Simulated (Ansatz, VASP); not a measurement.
Be in VASP and in Ansatz

File INCAR:

```
ALGO     = Normal         # electronic algorithm
EDIFF    = 1E-7           # SCF threshold, eV
EDIFFG   = -0.005         # ionic threshold
ENCUT    = 600            # plane-wave cutoff, eV
GGA      = PE             # functional
IBRION   = 2              # ionic algorithm
ISIF     = 3              # what is computed and relaxed
ISMEAR   = -1             # smearing method
LASPH    = T              # aspherical terms in the spheres
LCHARG   = F              # write CHGCAR
LREAL    = F              # projectors in reciprocal space
LWAVE    = F              # write WAVECAR
NELM     = 60             # most SCF steps
NSW      = 100            # ionic steps
PREC     = Accurate       # precision mode
SIGMA    = 0.05           # smearing width, eV
```

The input KPOINTS:

```
k-points
0
Gamma
  20 20 20
```

The input POSCAR:

```
Be
1.0
   -1.4062500000      1.4062500000      1.4062500000
    1.4062500000     -1.4062500000      1.4062500000
    1.4062500000      1.4062500000     -1.4062500000
Be
1
Direct
    0.0000000000      0.0000000000      0.0000000000
```

Input for Ansatz:

```yaml
crystal:
  lattice:
    - [-1.40625, 1.40625, 1.40625]
    - [1.40625, -1.40625, 1.40625]
    - [1.40625, 1.40625, -1.40625]
  atoms:
    - { symbol: Be, position: [0.0, 0.0, 0.0] }
kpoints:
  mp_grid: { grid: [20, 20, 20] }
scf:
  occupations: { method: fermi_dirac, width: 0.05 }
hamiltonian:
  xc: pbe
  pseudopotentials: { kind: paw }
output:
  forces: true
  stress: true
  write_density: true
  write_potential: true
  elf: true
  volumetric_format: npy
relax:
  f_tol: 0.005
  max_steps: 80
  cell: {}
```

Alike in both runs: task relaxation of cell and atoms; functional PBE; k mesh 20 × 20 × 20; occupations fermi-dirac, width 0.05 eV; no spin polarisation.

|  | VASP | Ansatz |
| --- | --- | --- |
| version | VASP 6.6.1 | Ansatz 0.2.0 |
| potentials or method | VASP PAW PBE potentials, release 64 (Be) | PAW with Ansatz's default frozen-core files, scalar-relativistic |
| plane-wave cutoff (eV) | 600 | 420 |
| valence electrons in the cell | 2 | 2 |

```tsv
	VASP	Ansatz	Ansatz less VASP
relaxed volume (Å³/atom)	7.82	7.82	-0.007
relaxed cell length with the largest relative difference (Å)	2.166	2.165	-0.0007
energy change over the relaxation (meV/atom)	-313	-315	-1.3
```

Caveats: the volume moved by over 15 % at a fixed basis, so the end points are rough (VASP).
